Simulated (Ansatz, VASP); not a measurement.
# One calculation of MgO, two programs

```xyz
2
Lattice="0.0000 2.1351 2.1351 2.1672 0.0000 2.1351 2.1672 2.1351 0.0000" Properties=species:S:1:pos:R:3 pbc="T T T"
Mg    0.0000    0.0000    0.0000
O     2.1672    2.1351    2.1351
```

Change from the starting cell: strain +0.0150 x Voigt [1, 0, 0, 0, 0, 0], atoms carried along.

Alike in both runs: task single point; functional PBE; k mesh 10 × 10 × 10; occupations gaussian, width 0.05 eV; no spin polarisation.

|  | VASP | Ansatz |
| --- | --- | --- |
| version | VASP 6.6.1 | Ansatz 0.2.0 |
| potentials or method | VASP PAW PBE potentials, release 64 (Mg, O) | scalar-relativistic, plane waves, PAW |
| plane-wave cutoff (eV) | 520 | 420 |
| valence electrons in the cell | 8 | 16 |

```csv
,VASP,Ansatz,Ansatz less VASP
gap on the k mesh at the Fermi level (eV),4.18,4.20,+0.019
least direct gap on the mesh (eV),4.18,4.20,+0.019
pressure (GPa),-4.4,-3.7,+0.73
largest component of the traceless stress (GPa),1.45,1.44,-0.004
```

The two sets of potentials don't hold the same shells in valence.
